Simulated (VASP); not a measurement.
# CoO (P3m1) in VASP: a series of runs, part 2 of 2

VASP 6.6.1. Earlier steps stand in the parts before.

## (3) Single point, PBE, collinear spin, ferromagnetic start

INCAR reads:

```
ADDGRID = F ; ALGO = Normal
EDIFF = 1E-6 ; ENCUT = 450
GGA = PE ; ISIF = 2
ISMEAR = 0 ; ISPIN = 2
LASPH = T ; LCHARG = F
LMAXMIX = 4 ; LORBIT = 11
LREAL = F ; LWAVE = F
MAGMOM = 2 2 0 0 ; NELM = 100
PREC = Accurate ; SIGMA = 0.05
```

KPOINTS reads:

```
k-points
0
Gamma
  4 4 2
```

POSCAR reads:

```
CoO
1.0
    3.1976457435      0.0000000000      0.0000000000
   -1.5988228718      2.7692424462      0.0000000000
    0.0000000000      0.0000000000      5.2287097100
Co O
2 2
Direct
    0.3333333333      0.6666666667      0.5033624100
    0.0000000000      0.0000000000      0.0034741400
    0.3333333333      0.6666666667      0.8715556000
    0.0000000000      0.0000000000      0.3716088500
```

Potentials or basis: VASP PAW PBE potentials, release 64 (Co, O).

Started as:

```sh
> cat potpaw_PBE.64/Co/POTCAR potpaw_PBE.64/O/POTCAR > POTCAR
> mpirun -np 1 vasp_std > vasp.out
```

OUTCAR:

```text
EDIFF = 1E-6
   ENCUT = 450
   GGA = PE
   ISIF = 2
   ISMEAR = 0
   ISPIN = 2
   LASPH = T
   LORBIT = 11
   LREAL = F
   NELM = 100
   PREC = Accurate

 Found      8 irreducible k-points:

 Following reciprocal coordinates:
            Coordinates               Weight
  0.000000  0.000000  0.000000      1.000000
  0.250000  0.000000  0.000000      6.000000
  0.500000  0.000000  0.000000      3.000000
  0.250000  0.250000  0.000000      6.000000
  0.000000  0.000000  0.500000      1.000000
  0.250000  0.000000  0.500000      6.000000
   k-points           NKPTS =      8   k-points in BZ     NKDIM =      8   number of bands    NBANDS=     21
   number of dos      NEDOS =    301   number of ions     NIONS =      4
   total plane-waves  NPLWV =  20736
   dimension x,y,z NGX =    24 NGY =   24 NGZ =   36
   dimension x,y,z NGXF=    48 NGYF=   48 NGZF=   72
   ions per type =               2   2
   NGX,Y,Z   is equivalent  to a cutoff of  12.48, 12.48, 11.45 a.u.
   NGXF,Y,Z  is equivalent  to a cutoff of  24.96, 24.96, 22.89 a.u.
 SYSTEM =  unknown system
   PREC   = accura    normal or accurate (medium, high low for compatibility)
   ISTART =      0    job   : 0-new  1-cont  2-samecut
   ICHARG =      2    charge: 1-file 2-atom 10-const
   ISPIN  =      2    spin polarized calculation?
   LNONCOLLINEAR =      F non collinear calculations
   LSORBIT =      F    spin-orbit coupling
   LASPH  =      T    aspherical Exc in radial PAW
   ENCUT  =  450.0 eV  33.07 Ry    5.75 a.u.   5.53  5.53  9.04*2*pi/ulx,y,z
   NELM   =    100;   NELMIN=  2; NELMDL= -5     # of ELM steps
   EDIFF  = 0.1E-05   stopping-criterion for ELM
   LREAL  =      F    real-space projection
   EDIFFG = 0.1E-04   stopping-criterion for IOM
   NSW    =      0    number of steps for IOM
   IBRION =     -1    ionic relax: 0-MD 1-quasi-New 2-CG
   NFREE  =      0    steps in history (QN), initial steepest desc. (CG)
   ISIF   =      2    stress and relaxation
   ISYM   =      2    0-nonsym 1-usesym 2-fastsym
   POTIM  = 0.5000    time-step for ionic-motion
   TEBEG  =    0.0;   TEEND  =   0.0 temperature during run
   PSTRESS=    0.0 pullay stress
   NELECT =      30.0000    total number of electrons
   NUPDOWN=      -1.0000    fix difference up-down
   EMIN   =  10.00;   EMAX   =-10.00  energy-range for DOS
   EFERMI =   0.00;   METHOD = LEGACY
[... 40 lines left out ...]
 Fermi energy:         6.0826635595

 spin component 1

 k-point     1 :       0.0000    0.0000    0.0000
  band No.  band energies     occupation
      1     -13.9597      1.00000
      2     -13.3273      1.00000
      3      -0.9993      1.00000
      4      -0.2175      1.00000
      5      -0.0568      1.00000
      6      -0.0568      1.00000
[... 133 lines left out ...]
     20       9.9355      0.00000
     21      15.6496      0.00000

 [... further k-points ...]

 spin component 2

 k-point     1 :       0.0000    0.0000    0.0000
  band No.  band energies     occupation
      1     -13.4045      1.00000
      2     -12.7407      1.00000
      3      -0.4527      1.00000
      4       1.0830      1.00000
      5       1.2498      1.00000
      6       1.2498      1.00000
[... 133 lines left out ...]
     20      10.7519      0.00000
     21      16.4743      0.00000

 [... further k-points ...]

------------------------ aborting loop because EDIFF is reached ----------------------------------------

  FORCE on cell =-STRESS in cart. coord.  units (eV):
  Direction    XX          YY          ZZ          XY          YZ          ZX
  --------------------------------------------------------------------------------------
  -------------------------------------------------------------------------------------
  Total        0.0826706      0.0826706      0.5071462     -0.0000000      0.0000000     -0.0000000
  in kB        2.8607242      2.8607242     17.5492244     -0.0000000      0.0000000     -0.0000000
  external PRESSURE =       7.7568910 kB  Pullay stress =       0.0000000 kB

 VOLUME and BASIS-vectors are now :
 -----------------------------------------------------------------------------
  energy-cutoff  :      450.00
  volume of cell :       46.30
      direct lattice vectors                 reciprocal lattice vectors
     3.197645743  0.000000000  0.000000000     0.312730077  0.180554794  0.000000000
    -1.598822872  2.769242446  0.000000000     0.000000000  0.361109588  0.000000000
     0.000000000  0.000000000  5.228709710     0.000000000  0.000000000  0.191251773

 POSITION                                       TOTAL-FORCE (eV/Angst)
 -----------------------------------------------------------------------------------
     -0.00000      1.84616      2.63194        -0.000000     -0.000000     -0.247927
      0.00000      0.00000      0.01817        -0.000000      0.000000     -0.254164
     -0.00000      1.84616      4.55711         0.000000     -0.000000      0.251132
      0.00000      0.00000      1.94303        -0.000000     -0.000000      0.250960
 -----------------------------------------------------------------------------------
    total drift:                               -0.000000     -0.000001     -0.001960

  FREE ENERGIE OF THE ION-ELECTRON SYSTEM (eV)
  ---------------------------------------------------
  free  energy   TOTEN  =       -26.6028343251 eV

  energy  without entropy=      -26.5994897510  energy(sigma->0) =      -26.60116204

 total charge

# of ion       s       p       d       tot
------------------------------------------
    1        0.348   0.436   7.188   7.972
    2        0.348   0.436   7.188   7.972
    3        1.560   3.451   0.000   5.012
    4        1.560   3.452   0.000   5.012
--------------------------------------------------
tot          3.817   7.774  14.376  25.968

 magnetization (x)

# of ion       s       p       d       tot
------------------------------------------
    1        0.017   0.059   2.425   2.502
    2        0.018   0.059   2.425   2.502
    3        0.022   0.290   0.000   0.312
    4        0.022   0.290   0.000   0.312
--------------------------------------------------
tot          0.079   0.699   4.851   5.629
```

OSZICAR:

```text
N       E                     dE             d eps       ncg     rms          rms(c)
DAV:   1     0.240761833994E+03    0.24076E+03   -0.13000E+04   672   0.150E+03
DAV:   2    -0.236690402002E+01   -0.24313E+03   -0.22540E+03   692   0.349E+02
DAV:   3    -0.311140365376E+02   -0.28747E+02   -0.27261E+02   777   0.138E+02
DAV:   4    -0.319805241047E+02   -0.86649E+00   -0.86336E+00   707   0.270E+01
DAV:   5    -0.320085285061E+02   -0.28004E-01   -0.27999E-01   902   0.428E+00    0.246E+01
DAV:   6    -0.304209483721E+02    0.15876E+01   -0.63328E+01   911   0.117E+02    0.314E+01
DAV:   7    -0.263467472010E+02    0.40742E+01   -0.16270E+01   860   0.954E+01    0.110E+01
DAV:   8    -0.266749640672E+02   -0.32822E+00   -0.30353E+00   746   0.139E+01    0.702E+00
DAV:   9    -0.265230381509E+02    0.15193E+00   -0.13000E+00  1148   0.149E+01    0.278E+00
DAV:  10    -0.266129699668E+02   -0.89932E-01   -0.23962E-01   920   0.662E+00    0.168E+00
DAV:  11    -0.266163449581E+02   -0.33750E-02   -0.18129E-01  1059   0.700E+00    0.179E+00
DAV:  12    -0.266025017945E+02    0.13843E-01   -0.11929E-01  1055   0.567E+00    0.368E-01
DAV:  13    -0.266027348376E+02   -0.23304E-03   -0.87338E-03   946   0.124E+00    0.137E-01
DAV:  14    -0.266027682929E+02   -0.33455E-04   -0.58457E-04   742   0.261E-01    0.109E-01
DAV:  15    -0.266027808125E+02   -0.12520E-04   -0.21439E-04   765   0.130E-01    0.752E-02
DAV:  16    -0.266028232524E+02   -0.42440E-04   -0.79169E-05   936   0.950E-02    0.319E-02
DAV:  17    -0.266028335555E+02   -0.10303E-04   -0.26984E-05   933   0.627E-02    0.133E-02
DAV:  18    -0.266028343251E+02   -0.76961E-06   -0.51115E-06   638   0.287E-02
   1 F= -.26602834E+02 E0= -.26601162E+02  d E =-.334457E-02  mag=     5.8763
```

stdout:

```text
POSCAR found type information on POSCAR CoO
 POSCAR found :  2 types and       4 ions
 scaLAPACK will be used
 LDA part: xc-table for (Slater+PW92), standard interpolation
 POSCAR, INCAR and KPOINTS ok, starting setup
 FFT: planning ... GRIDC
 FFT: planning ... GRID_SOFT
 FFT: planning ... GRID
 WAVECAR not read
 entering main loop
```

Wall time 26 s (1 thread of Intel Xeon Platinum 8375C at 2.90GHz (Ice Lake), shared host); peak memory 0.17 GiB.

The run converged, but some of its settings lie outside the range that counts as converged, so its numbers aren't taken as properties of the crystal.

Results:

| Quantity | Value |
| --- | --- |
| Free energy | -26.6028 eV |
| Largest force | 0.254 eV/Å |
| Band gap on the k mesh | none (metal or under the smearing width) |
| Net moment | 5.88 μB per cell |
| Site moments | Co +2.50; O +0.31 μB |
| Valence electrons inside the program's atomic spheres | Co 7.97; O 5.01 |

Caveat: the k mesh is coarse (spacing up to 0.60 Å⁻¹), so the values aren't converged; the cutoff is under 1.25 times the usual one of these potentials, so pressure, stress and relaxed cells hold a basis-set (Pulay) error; semilocal functionals often make such compounds metallic where correlation or magnetic order opens a gap, which also shifts bond lengths.
